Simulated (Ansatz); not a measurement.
# What strain does to NaI (zincblende)

NaI built on the zincblende prototype, relaxed with r2SCAN in Ansatz. Space group F-43m (No. 216), cubic; a = 7.086 Å in the conventional setting, 44.48 Å³ an atom. Around Na lie 4 I at 3.07 Å; around I lie 4 Na at 3.07 Å.

The axes x, y and z are those of this cell:
```yaml
crystal:
  lattice:
    - [0.00000, 3.54319, 3.54319]
    - [3.54319, 0.00000, 3.54319]
    - [3.54319, 3.54319, 0.00000]
  atoms:
    - { symbol: Na, position: [0.00000, 0.00000, 0.00000] }
    - { symbol: I, position: [0.25000, 0.25000, 0.25000] }
```

Unstrained: With PBE the gap is 3.825 eV and direct, at Γ. r2SCAN gives a direct gap of 4.419 eV at Γ. With HSE06 the gap is 4.812 eV and direct, at Γ. Meshes: PBE 6×6×6, r2SCAN 6×6×6, HSE06 4×4×4. Strains are changes of length per length. After each strain the atoms were relaxed again with r2SCAN in this cell and within any symmetry left, so distortions that break it or need a larger cell weren't tested; points keep the names that they have in the unstrained zone. Values at 0 K without nuclear motion; spin polarisation is off, and the phase may be a hypothetical one.

Changes of the least gap in eV (an overlap counts as a negative gap):
```
                           strain  volume change (%)  space group     PBE  r2SCAN   HSE06  energy rise, r2SCAN (meV/atom)
         uniaxial +2.65 % along x               +2.7        I-4m2  -0.056  -0.056  -0.059                             1.1
isotropic -4.07 % on every length              -11.7        F-43m  +0.221  +0.230  +0.238                            28.5
     uniaxial +4.82 % along [111]               +4.8          R3m  -0.135  -0.138  -0.143                             4.9
```

Uniaxial +2.65 % along x, other directions held. HSE06: the gap goes from 4.812 to 4.753 eV (-0.059 eV); with r2SCAN the top three valence levels at Γ, degenerate before, become 2+1 from the top over 32 meV. Stress change with r2SCAN, compression positive: xx -0.33, yy -0.27, zz -0.27 GPa.

Isotropic -4.07 % on every length. HSE06: the gap goes from 4.812 to 5.050 eV (+0.238 eV). Stress change with r2SCAN, compression positive: xx +1.95, yy +1.95, zz +1.95 GPa. For HSE06, dE_g/d ln V = -1.9 eV over this step.

Uniaxial +4.82 % along [111], other directions held. HSE06: the gap goes from 4.812 to 4.669 eV (-0.143 eV); with r2SCAN the top three valence levels at Γ, degenerate before, become 2+1 from the top over 132 meV. Stress change with r2SCAN, compression positive: xx -0.51, yy -0.51, zz -0.51, xy -0.12, xz -0.12, yz -0.12 GPa.

Spin-orbit coupling is left out, which matters wherever the heavy atoms make up the band edges.

The meshes of the hybrids are coarse, so their gaps aren't converged to the digits shown.

The splittings at Γ are without spin-orbit coupling, which is tenths of an eV in such compounds, regroups them and changes the shifts of the gap.
